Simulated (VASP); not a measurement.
An input for Quantum ESPRESSO's pw.x (written as the equivalent of a VASP run, and not itself run):

```
&CONTROL
  calculation = 'scf'
  pseudo_dir = './pseudo'
  outdir = './out'
  tprnfor = .true.
  tstress = .true.
/
&SYSTEM
  ibrav = 0
  nat = 2
  ntyp = 2
  ecutwfc = 88
  occupations = 'smearing'
  smearing = 'gaussian'
  degauss = 0.003675
  input_dft = 'pbesol'
/
&ELECTRONS
  conv_thr = 7.3e-09
  electron_maxstep = 100
/
ATOMIC_SPECIES
  Na 22.990 Na.upf
  Br 79.904 Br.upf
CELL_PARAMETERS angstrom
     0.0000000    2.9600943    2.9600943
     2.9600943    0.0000000    2.9600943
     2.9600943    2.9600943    0.0000000
ATOMIC_POSITIONS crystal
  Na   0.0000000  0.0000000  0.0000000
  Br   0.5000000  0.5000000  0.5000000
K_POINTS automatic
  8 8 8 0 0 0
```

**Question.** Translate this input to VASP (INCAR, KPOINTS, POSCAR, choice of POTCAR).

**Answer.** Several could match; the one computed here: 
File KPOINTS:
```
Automatic mesh
0
Gamma
8 8 8
0 0 0
```

POSCAR:
```
NaBr
4.1862050
  0.0000000000   0.7071068576   0.7071068576
  0.7071068576   0.0000000000   0.7071068576
  0.7071068576   0.7071068576   0.0000000000
Na Br
1 1
Cartesian
  0.0000000000   0.0000000000   0.0000000000
  0.7071068576   0.7071068576   0.7071068576
```

INCAR:
```
ALGO = Normal
EDIFF = 1E-7
ENCUT = 480
GGA = PS
ISIF = 2
ISMEAR = 0
LASPH = T
LCHARG = F
LMAXMIX = 4
LREAL = F
LWAVE = F
NELM = 100
PREC = Accurate
SIGMA = 0.05
SYSTEM = NaBr
```

POTCAR, in this order: Na_pv Br (PBE.64 set). Program: vasp_std.

The two are equivalent in intent, not identical: the potentials are each code's own (VASP's PAW set, PseudoDojo norm-conserving files in pw.x), so ENCUT and ecutwfc are chosen apart and not converted; conv_thr bounds pw.x's estimated SCF error, while EDIFF bounds the energy change between steps.

The compound is NaBr in the rock salt structure. It was relaxed first.
